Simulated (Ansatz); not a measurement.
# 2H-WSe2 monolayer in a perpendicular field, part 2 of 2

What dipole does a perpendicular field induce in the 2H-WSe2 monolayer, and does the gap follow? A positive field points along +c.

Ansatz 0.2.0; plane-wave DFT, PBE-D3(BJ), Ansatz PAW.

So far. Step 2 (Relaxation): The lattice constant a goes from 3.320 to 3.285 Å.

## Step 3: Atoms held, field 0, start network

A sawtooth potential applies the field, turning back in the middle of the vacuum. With the dipole correction the typed value is the field outside the slab. The induced dipole is small, so the SCF threshold is tight.

The cell differs from the one that the last finished run ended in (c 38.440 → 21.370 Å).

input.yaml

```yaml
crystal:
  lattice:
    - [3.2846030214, 0.0, 0.0]
    - [-1.6423015107, 2.8445496579, 0.0]
    - [0.0, 0.0, 21.3697235455]
  atoms:
    - { symbol: Se, position: [0.3333333333, 0.6666666667, 0.4211565948] }
    - { symbol: W, position: [0.0, 0.0, 0.5] }
    - { symbol: Se, position: [0.3333333333, 0.6666666667, 0.5788434052] }
kpoints:
  mp_grid: { grid: [18, 18, 1] }
  band_path:
    path: [[0, 0, 0], [0.5, 0, 0], [0.33333333, 0.33333333, 0], [0, 0, 0]]
    npoints: 16
hamiltonian:
  xc: pbe
  dispersion: d3bj
scf:
  occupations: { method: fermi_dirac, width: 0.02585 }
  convergence: { dr2_threshold: 1.0e-10 }
efield:
  axis: 3
  dipole_correction: true
  ramp_position: 0.97
  ramp_width: 0.06
  amplitude: 0
output:
  dos: { projected: true, e_range: [-6, 5] }
  write_potential: true
  write_density: true
  volumetric_format: npy
  elf: true
```

Run with:

```bash
$ ansatz run input.yaml --threads 2 --pin off --max-ram 3072MiB --backend cpu --events-out ev --progress --plain --runs-dir out
```

Numbers of over 12 decimals in the logs are rounded to 6 here.

Output:

```text
[...]
Crystal: 3 atoms, lattice volume = 199.662 Å³
Basis set: ecut = 420 eV, 3983 PW (Γ)
Bands: 28, of which v1, the nominal top of the filled ones, is band 23 counted from 1 (22 counted from 0)
Symmetry: 6 space group operations
k-points: 37 of 324 (time reversal used)
[...]
SCF iter   1: F=—  HF=-21325.655185 eV  |F-HF|=—  |Δ(HF+E_count)|=         —  Δρ=2.60e-3  dr2=4.86e-3  ethr=1.77e-3  p=0.000 e·Å  D=5.70e-14 V/Å  ΔV_dip=-0.00 eV  dr2_dipole=4.82e-8  V_vac-E_F(+/−)=4.29/4.29 eV  ⟨swp⟩=9.4  Hψ=5141  notcnv=0
efield: sawtooth ramp at fractional position 0.9700 (set: `efield.ramp_position`, or a place that a band, a saddle search or an elastic batch's reference lends), width 0.0600; the density the first Hamiltonian is built on has a dipole p = 0.000 e·Å; the dipole correction subtracts the counter field D = 5.70e-14 V/Å, which shifts the + side's vacuum level by -0.00 eV against the − side's; the planar-averaged density in the ramp window peaks in size at 1.9e-5 e/Å³
[...]
SCF iter   2: F=—  HF=-21325.660175 eV  |F-HF|=—  |Δ(HF+E_count)|=   4.99e-3  Δρ=1.50e-3  dr2=5.55e-3  ethr=1.06e-5  p=0.000 e·Å  D=1.48e-4 V/Å  ΔV_dip=-0.00 eV  dr2_dipole=1.45e-6  V_vac-E_F(+/−)=4.21/4.21 eV  ⟨swp⟩=2.8  Hψ=2026  notcnv=0  defer=37
[...]
SCF iter  12: F=-21325.661794 eV  HF=-21325.661794 eV  |F-HF|=3.64e-12  |Δ(HF+E_count)|=  6.55e-11  Δρ=4.17e-8  dr2=6.84e-12  ethr=1.00e-12  p=0.000 e·Å  D=9.41e-8 V/Å  ΔV_dip=-0.00 eV  dr2_dipole=1.35e-14  V_vac-E_F(+/−)=4.25/4.25 eV  ⟨swp⟩=1.4  Hψ=2493  notcnv=0
SCF 1 converged in 12 iterations: F = -21325.661794 eV  dr2 = 6.84e-12
[...]
NSCF: frozen V_eff on 49 k-points
efield: sawtooth ramp at fractional position 0.9700 (kept from the solve that this one continues, or follows in the run), width 0.0600; the density the first Hamiltonian is built on has a dipole p = 0.000 e·Å; the dipole correction subtracts the counter field D = 9.41e-8 V/Å, which shifts the + side's vacuum level by -0.00 eV against the − side's; the planar-averaged density in the ramp window peaks in size at 1.2e-5 e/Å³
WARN: The output density's exchange-correlation potential varies sharply where the density is thin. Do not read a vacuum level from v_tot or v_xc, or from such a field of the output density. On a cell that repeats whose density bears no net charge and no dipole along the vacuum's axis use v_es (v_loc + v_h of the components); under efield.dipole_correction with no amplitude use v_es + v_field, which holds any externa [...]
SCF converged after 12 iterations
Free energy (F): -21325.661794 eV
[...]
Internal energy: -21325.661794 eV  (E = F + TS)
E sigma→0 (E₀):  -21325.661794 eV
Fermi energy:    1.145751 eV
Dipole field:    D = 0.000000 V/Å  (p = 0.000000 e·Å, saw-weighted, corrected)
Work function:   Φ+ = 4.2487 eV   Φ− = 4.2487 eV
Levels:          The Fermi level and band energies are counted from a zero that moves with the ramp; work functions are not
[...]
--- Band table (eV; the first three rows and the last of 37) ---
  k-point 0: bands = [... 19 lower, -1.9271, -0.8271, -0.8271, -0.0910, 3.3324, 3.3324, 3.4836, 3.4836, ... 1 higher]
  k-point 1: bands = [... 19 lower, -1.9122, -0.9100, -0.8134, -0.0995, 3.2057, 3.2401, 3.4164, 3.4205, ... 1 higher]
  k-point 2: bands = [... 19 lower, -1.7787, -1.1298, -0.8430, -0.1437, 2.7932, 2.9809, 3.2546, 3.6345, ... 1 higher]
  k-point 36: bands = [... 19 lower, -3.4061, -2.9958, -2.0675, 0.3380, 2.0140, 3.1128, 3.8655, 5.3422, ... 1 higher]
```

Wall time 32 s (2 threads of Intel Xeon at 2.50GHz (Skylake/Cascade Lake), shared host); peak memory 0.56 GiB.

This step gave:

```yaml
gap_on_the_k_mesh: 1.652 eV
dipole_along_the_normal: 2.76e-7 e·Å
gap_along_the_path: 1.652 eV
smallest_direct_gap_along_the_path: 1.676 eV
ionisation_energy_upper_face: 5.056 eV
electron_affinity_upper_face: 3.404 eV
gap_the_smaller_of_path_and_mesh: 1.652 eV
```

Running mean over a fixed 2.5 Å (it still follows the layers) of the planar mean; the ramp of the sawtooth is left out. Electron's electrostatic potential energy less the Fermi level against z:

```
z (Å)  electron's electrostatic potential energy less the Fermi level (eV)
  3.0                                                                 4.25
  3.5                                                                 4.25
  4.0                                                                 4.25
  4.5                                                                 4.25
  5.0                                                                 4.25
  5.5                                                                 4.24
  6.0                                                                 4.21
  6.5                                                                 4.07
  7.0                                                                 3.43
  7.5                                                                 1.79
  8.0                                                               -0.164
  8.5                                                                -2.23
  9.0                                                                -4.75
  9.5                                                                -8.14
 10.0                                                                -10.2
 10.5                                                                -10.6
 11.0                                                                -10.5
 11.5                                                                -9.84
 12.0                                                                -7.29
 12.5                                                                -3.97
 13.0                                                                -1.68
 13.5                                                                0.358
 14.0                                                                 2.27
 14.5                                                                 3.70
 15.0                                                                 4.13
 15.5                                                                 4.22
 16.0                                                                 4.24
 16.5                                                                 4.25
 17.0                                                                 4.25
 17.5                                                                 4.25
 18.0                                                                 4.25
```

The density of states has structure finer than the step of the table below, so its rows give means over 0.25 eV, whole bins alone (the curve runs from -6 to 2.82 eV). Peaks (eV: height): -5.010: 9.06, -4.150: 6.42, -2.940: 5.13, -1.620: 5.07, 1.640: 8.53, 1.720: 7.89, 1.990: 6.59.

The density of states by energy, zero at the Fermi level of the run, which the smearing sets inside the gap; means over each step:

```
energy (eV)  density of states (states/eV a cell)
      -5.75                                  1.36
      -5.50                                 0.887
      -5.25                                  2.39
      -5.00                                  4.56
      -4.75                                  1.44
      -4.50                                  1.10
      -4.25                                  2.87
      -4.00                                  2.81
      -3.75                                  2.59
      -3.50                                  1.72
      -3.25                                  1.71
      -3.00                                  3.78
      -2.75                                  3.26
      -2.50                                  3.00
      -2.25                                  2.52
      -2.00                                  2.14
      -1.75                                  1.90
      -1.50                                  3.24
      -1.25                                  1.93
      -1.00                                 0.628
      -0.75                                0.0575
      -0.50                                     0
      -0.25                                     0
       0.00                                     0
       0.25                                     0
       0.50                                     0
       0.75                                0.0988
       1.00                                  2.59
       1.25                                  2.77
       1.50                                  2.73
       1.75                                  5.25
       2.00                                  4.72
       2.25                                  2.80
       2.50                                  1.98
```

Projected DOS per atom over height of the atomic layer and energy from the Fermi level. Layers: Se W Se from below.

Values in states/eV, 22 rows by 3 columns, each cell a mean:
```
0.36 0.86 0.36
0.62 1.93 0.62
0.77 3.18 0.77
0.39 1.92 0.39
0.41 1.38 0.41
0.00 0.00 0.00
0.00 0.00 0.00
0.00 0.00 0.00
0.00 0.00 0.00
0.07 0.46 0.07
0.47 1.77 0.47
0.47 1.07 0.47
0.84 0.70 0.84
1.01 0.96 1.01
1.25 1.11 1.25
0.50 0.62 0.50
0.75 1.03 0.75
0.98 0.80 0.98
0.32 0.33 0.32
1.27 1.21 1.27
0.54 0.41 0.54
0.71 0.57 0.71
```
Columns: height of the atomic layer (Å) from 9 to 12.4; rows upwards: energy from the Fermi level (eV) from -5.96 to 2.77.

The electronic bands at the labelled points (eV, zero at the Fermi level of the run, which the smearing sets inside the gap):

```
  point  band 20  band 21  band 22  band 23  band 24  band 25  band 26  band 27
      Γ    -3.07    -1.97    -1.97    -1.24     2.19     2.19     2.34     2.34
halfway    -3.04    -2.52    -2.33    -1.79     1.09     1.62     1.98     3.16
      M    -3.77    -3.02    -1.83    -1.68     1.67     2.00     2.91     3.61
halfway    -4.08    -3.52    -3.02    -1.18     1.43     2.28     2.52     3.56
      K    -4.55    -4.14    -3.21    -0.81     0.87     1.97     2.72     4.20
halfway    -3.99    -2.79    -2.15    -1.61     0.84     1.67     1.79     3.42
      Γ    -3.07    -1.97    -1.97    -1.24     2.19     2.19     2.34     2.34
```

Valence density in the ca plane at fractional y = 0.667, with atoms of Se within 0.2 Å of it. It is the smooth field of the valence electrons, not physical close to the nuclei.

Values in e/Å³, 5 rows by 16 columns, each cell a mean:
```
 0  0  0  0  0  0  0  0  0  0  0  0  0  0  0  0
 0  0  0  0  0  0  0  0  0  0  0  0  0  0  0  0
 0  0  0  0  0  0  1  7  0  0  7  1  0  0  0  0
 0  0  0  0  0  0  2 15  0  0 15  2  0  0  0  0
 0  0  0  0  0  0  0  1  0  0  1  0  0  0  0  0
```
Columns run along c (16.0 Å, from fractional 0.09 to 0.83 of the cell), rows up along a (3.3 Å). Atoms in or near the plane, at fractional coordinates: Se at (0.42, 0.33), Se at (0.58, 0.33).

Electrostatic potential energy in the ca plane at fractional y = 0.667, with atoms of Se within 0.2 Å of it. With pseudopotentials it is smooth inside the atoms' cores, unlike the true potential.

Ten even steps from '0' (-19 eV) to '9' (5 eV), each cell a mean:
```
99999999999999999988876312578889999999999999
99999999999999999998886301478899999999999999
99999999999999999987676434577678999999999999
99999999999999999741126666641026899999999999
99999999999999998502203777501212799999999999
99999999999999998314411787403530699999999999
99999999999999998403412787502421799999999999
99999999999999999610004777620004899999999999
99999999999999999864456545664457999999999999
```
Columns run along c (16.0 Å, from fractional 0.09 to 0.83 of the cell; values clipped at the 3rd and 97th percentile), rows up along a (3.3 Å). Atoms in or near the plane, at fractional coordinates: Se at (0.42, 0.33), Se at (0.58, 0.33).

ELF in the ca plane at fractional y = 0.667, with atoms of Se within 0.2 Å of it. It is the smooth field of the valence electrons, not physical close to the nuclei.

Ten even steps from '0' (0.00) to '9' (0.89), each cell a mean:
```
00000000000000000123432232234332100000000000
00000000000000000012221233122211000000000000
00000000000000012456653222256665320000000000
00000000000000257888886322578888863100000000
00000000000002479997577423676589986310000000
00000000000012589984257423673269997410000000
00000000000002589985367423674379997410000000
00000000000001368998787423587789975200000000
00000000000000125777775222367777641000000000
```
Columns run along c (16.0 Å, from fractional 0.09 to 0.83 of the cell), rows up along a (3.3 Å). Atoms in or near the plane, at fractional coordinates: Se at (0.42, 0.33), Se at (0.58, 0.33).

The gap is 1.65 eV, with the valence edge 5.06 eV and the conduction edge 3.40 eV under the upper vacuum level. Spin-orbit coupling, left out in this run, matters for the bands of elements this heavy.

## Step 4: Single point, field 0.1 V/Å

input.yaml, as its differences from that of step 3:

```diff
@@ -23,7 +23,6 @@
   dipole_correction: true
-  ramp_position: 0.97
-  ramp_width: 0.06
-  amplitude: 0
+  ramp_position: 0.9298
+  ramp_width: 0.1404
+  amplitude: 0.1
 output:
-  dos: { projected: true, e_range: [-6, 5] }
   write_potential: true
@@ -31,2 +30 @@
   volumetric_format: npy
-  elf: true
```

Output:

```text
[...]
Crystal: 3 atoms, lattice volume = 199.662 Å³
Basis set: ecut = 420 eV, 3983 PW (Γ)
Bands: 28, of which v1, the nominal top of the filled ones, is band 23 counted from 1 (22 counted from 0)
Symmetry: 6 space group operations
k-points: 37 of 324 (time reversal used)
[...]
k-point 0: bands = [... 19 lower, -1.9278, -0.8276, -0.8276, -0.0914, 3.3317, 3.3317, 3.4834, 3.4834, ... 1 higher]
  k-point 1: bands = [... 19 lower, -1.9127, -0.9105, -0.8139, -0.0999, 3.2034, 3.2409, 3.4118, 3.4241, ... 1 higher]
  k-point 2: bands = [... 19 lower, -1.7792, -1.1303, -0.8436, -0.1441, 2.7917, 2.9808, 3.2540, 3.6341, ... 1 higher]
  k-point 36: bands = [... 19 lower, -3.4067, -2.9962, -2.0679, 0.3375, 2.0135, 3.1122, 3.8650, 5.3417, ... 1 higher]
[key lines of the parts left out:]
SCF converged after 12 iterations
Free energy (F): -21325.663240 eV
Fermi energy:    1.145159 eV
Dipole field:    D = 0.026208 V/Å  (p = 0.028918 e·Å, saw-weighted, corrected)
```

The job ended after 31 s (2 threads; peak memory 0.55 GiB).

The dipole is 0.0289 e·Å, and the gap 1.652 eV.

## Step 5: Single point, field -0.1 V/Å

input.yaml, as its differences from that of step 4:

```diff
@@ -25,3 +25,3 @@
   ramp_width: 0.1404
-  amplitude: 0.1
+  amplitude: -0.1
 output:
```

Output:

```text
[...]
Crystal: 3 atoms, lattice volume = 199.662 Å³
Basis set: ecut = 420 eV, 3983 PW (Γ)
Bands: 28, of which v1, the nominal top of the filled ones, is band 23 counted from 1 (22 counted from 0)
Symmetry: 6 space group operations
k-points: 37 of 324 (time reversal used)
[...]
k-point 0: bands = [... 19 lower, -1.9278, -0.8276, -0.8276, -0.0914, 3.3317, 3.3317, 3.4834, 3.4834, ... 1 higher]
  k-point 1: bands = [... 19 lower, -1.9127, -0.9105, -0.8139, -0.0999, 3.2034, 3.2409, 3.4118, 3.4241, ... 1 higher]
  k-point 2: bands = [... 19 lower, -1.7792, -1.1303, -0.8436, -0.1441, 2.7917, 2.9808, 3.2540, 3.6341, ... 1 higher]
  k-point 36: bands = [... 19 lower, -3.4067, -2.9962, -2.0679, 0.3375, 2.0135, 3.1122, 3.8650, 5.3417, ... 1 higher]
[key lines of the parts left out:]
SCF converged after 12 iterations
Free energy (F): -21325.663240 eV
Fermi energy:    1.145159 eV
Dipole field:    D = -0.026208 V/Å  (p = -0.028918 e·Å, saw-weighted, corrected)
```

It took 30 s on 2 threads; peak memory 0.55 GiB; 58 s of CPU time.

The dipole is -0.0289 e·Å, and the gap 1.652 eV.

## Step 6: Response, atoms held

This step: plane-wave DFT, PBE-D3(BJ), Ansatz PAW; response to a field along the normal, atoms held (Ansatz 0.2.0).

The dipoles give the slope, and the difference of two potentials shows where the field is screened.

This step gave:

| Property | Result |
| --- | --- |
| equivalent conductor thickness p/(ε₀AE) | 5.601 Å |
| distance between the outer atoms | 3.370 Å |

Dipole of the cell against applied field:

```
applied field (V/Å)  dipole of the cell (e·Å)
            -0.1000                   -0.0289
             0.0000                    2.8e-7
             0.1000                    0.0289
```

Local field over the applied field, running mean. From the potentials at -0.1 and 0.1 V/Å; running mean over 2.5 Å. Local field over applied field against z:

```
z (Å)  local field over applied field
  4.5                           0.998
  5.0                           0.995
  5.5                           0.985
  6.0                           0.960
  6.5                           0.900
  7.0                           0.784
  7.5                           0.624
  8.0                           0.448
  8.5                           0.277
  9.0                           0.143
  9.5                          0.0727
 10.0                          0.0492
 10.5                          0.0377
 11.0                          0.0398
 11.5                          0.0534
 12.0                          0.0850
 12.5                           0.172
 13.0                           0.320
 13.5                           0.495
 14.0                           0.668
 14.5                           0.820
 15.0                           0.921
 15.5                           0.969
 16.0                           0.989
 16.5                           0.996
 17.0                           0.999
```

Electrons, planar mean, per unit field. Table of induced electron density by z:

```
z (Å)  induced electron density (e/Å³ per V/Å)
  4.5                                   7.7e-6
  5.0                                   2.3e-5
  5.5                                   6.7e-5
  6.0                                   1.9e-4
  6.5                                   5.1e-4
  7.0                                  0.00125
  7.5                                  0.00265
  8.0                                  0.00353
  8.5                                  0.00158
  9.0                                   8.3e-4
  9.5                                   4.7e-4
 10.0                                  -6.3e-4
 10.5                                  -2.0e-4
 11.0                                   3.3e-4
 11.5                                   5.0e-4
 12.0                                  -6.5e-4
 12.5                                  -9.0e-4
 13.0                                 -0.00217
 13.5                                 -0.00354
 14.0                                 -0.00224
 14.5                                 -0.00100
 15.0                                  -3.9e-4
 15.5                                  -1.5e-4
 16.0                                  -5.1e-5
 16.5                                  -1.7e-5
 17.0                                  -5.7e-6
```

The smaller of the gaps on the path and on the k-mesh, counted as 0 under 0.03 eV. The gap stays at 1.65 eV for applied field from -0.1 to 0.1 V/Å.

By hand: between -0.1 and 0.1 V/Å the dipole changes by 0.05784 e·Å, a slope of 0.2892 e·Å²/V. A perfect conductor of thickness t has p = ε₀AEt, so t = 180.95 × 0.2892 / 9.343 = 5.60 Å (e/ε₀ = 180.95 V·Å, A in Å²).

The induced dipole is that of a conductor 5.60 Å thick.

## Step 7: Outcome

* gap without field: 1.65 eV
* ionisation energy, upper face: 5.06 eV
* electron affinity, upper face: 3.40 eV
* equivalent conductor thickness, atoms held: 5.60 Å

What this shows: The induced dipole equals that of a perfect conductor 5.60 Å thick, while the outer atoms lie 3.37 Å apart; an out-of-plane ε follows only once a thickness t is chosen, by 1 − 1/ε = 5.60 Å / t. The gap stays within 0.01 eV of 1.65 eV over the fields run, up to 0.1 V/Å in size. The measured quasiparticle gap below is for a layer on a substrate, whose screening lowers it, so a free-standing Kohn-Sham gap can come near it by a cancelling of errors. Semilocal functionals give gaps that are too small, and excitons are not included. Spin-orbit coupling is left out, which matters for the bands of elements this heavy.

Comparison with the measured values:

| quantity | measured | PBE D3(BJ) |
| --- | --- | --- |
| band gap (quasi-particle gap, monolayer on a substrate) (eV) | 2.08 | 1.65 (-0.43 eV) |

Measured values from pmc:4518320 (2015).

How well it matches: The band gap is off by -0.43 eV. Local and semilocal functionals usually give gaps below the measured ones. Spin-orbit coupling, left out here, can change the gap with such heavy elements. Zero-point and thermal motion shift the measured gap.

[Logs are printed without paths, hosts, clocks, repeated set-up lines and the standing remarks that a program may print on its own settings, such as how far it seeks lower states.]

[Hosts, paths, dates, database ids (printed as entryN), source tags and the programs' standing remarks are cut or masked in the printed files.]

[Maps of the electrostatic potential energy from Ansatz leave out the sawtooth potential of an applied field or a dipole correction, so their vacuum need not be flat; planar profiles and work functions include it.]

[The density of states shown here was stored with 400 of the rows of the run's finer table, so its peaks can read low, often by over a quarter, or be missed, and its means over a window can be off by a tenth or more.]
